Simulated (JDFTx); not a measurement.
# KCl (Sylvite) under changes of volume

One of the cells (31.151 Å³/atom); the others are scaled copies at fixed shape and fractional positions:

```
K Cl
1.0
     0.00000    3.14647    3.14647
     3.14647    0.00000    3.14647
     3.14647    3.14647    0.00000
K Cl
1 1
Direct
  0.00000 0.00000 0.00000
  0.50000 0.50000 0.50000
```

- Program: JDFTx 1.7.0 (patched build)
- Functional: LDA
- Potentials or basis: PseudoDojo-SR-LDA-0.4.1-standard with smoothed tails
- Cutoff: 980 eV
- Density cutoff: 7837 eV
- k mesh: 7 × 7 × 7
- Occupations: fermi-dirac, width 0.05 eV
- Spin: no spin polarisation

```tsv
volume (Å³/atom)	energy over the lowest point (meV/atom)	pressure (GPa)	gap on the mesh (eV)
29.282	0.00	-1.0	4.96
29.905	4.47	-1.3	4.88
30.528	10.34	-1.7	4.81
31.151	17.44	-2.0	4.74
31.774	25.61	-2.2	4.68
32.397	34.70	-2.5	4.62
33.020	?	?	?
```

Task: What does the run at 33.020 Å³/atom give?

Result: Energy over the lowest point 44.61 meV/atom; pressure -2.6 GPa; gap on the mesh 4.56 eV.

Worked out: A Birch-Murnaghan fit of order 3 (a polynomial in V^(-2/3)) to the other rows has no minimum within the range. It gives 44.60 meV/atom at 33.020 Å³/atom, against the run's 44.61, and -dE/dV = -2.6 GPa, against -2.6. A straight line through the other rows of the gap, of slope -3.35 eV per unit of ln V (its deformation potential), extrapolates to 4.55 eV, against the run's 4.56.

Caveats: an odd mesh through Γ misses points on the zone boundary, where band edges often lie (some runs).
